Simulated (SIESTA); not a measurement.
**CdS (Hawleyite) in SIESTA: the effect of functional**

Crystal: CdS (Hawleyite).

```xyz
8
Lattice="5.8330 0.0000 0.0000 0.0000 5.8330 0.0000 0.0000 0.0000 5.8330" Properties=species:S:1:pos:R:3 pbc="T T T"
Cd    0.0000    0.0000    0.0000
Cd    0.0000    2.9165    2.9165
Cd    2.9165    0.0000    2.9165
Cd    2.9165    2.9165    0.0000
S     1.4583    1.4583    1.4583
S     1.4583    4.3748    4.3748
S     4.3748    4.3748    1.4583
S     4.3748    1.4583    4.3748
```

Alike in all runs:

| Quantity | Value |
| --- | --- |
| Program | SIESTA 5.4.2 |
| Task | single point |
| Basis | DZP (energy shift 0.003 Ry; two zetas on semicore shells) |
| Grid cutoff | 800 Ry |
| Energy shift | 0.003 Ry |
| k mesh | 5 × 5 × 5 |
| Occupations | fermi-dirac, width 0.05 eV |
| Spin | no spin polarisation |

| functional | potentials or basis | gap on the mesh (eV) | pressure (GPa) |
| --- | --- | --- | --- |
| LDA | PseudoDojo 0.4 standard (LDA files) | 1.12 | -2.2 |
| PBEsol | PseudoDojo 0.4 standard (PBEsol files) | 1.24 | 0.0 |
| AM05 | PseudoDojo 0.4 standard (PBEsol files) | ? | ? |
| WC | PseudoDojo 0.4 standard (PBEsol files) | 1.21 | 0.1 |
| PBE | PseudoDojo 0.4 standard (PBE files) | 1.36 | 3.2 |
| PW91 | PseudoDojo 0.4 standard (PBE files) | 1.32 | 3.0 |
| revPBE | PseudoDojo 0.4 standard (PBE files) | 1.48 | 4.7 |
| RPBE | PseudoDojo 0.4 standard (PBE files) | 1.52 | 5.3 |
| BLYP | PseudoDojo 0.4 standard (PBE files) | 1.36 | 6.5 |

**Question.** What does the run with functional AM05 give?

**Answer.** gap on the mesh 1.34 eV; pressure 0.6 GPa.

Caveats: an odd mesh through Γ misses points on the zone boundary, where band edges often lie; the basis of atomic orbitals isn't converged, which shifts pressures, moduli and gaps; the potentials were made for another functional, which shifts forces and pressure (some runs).
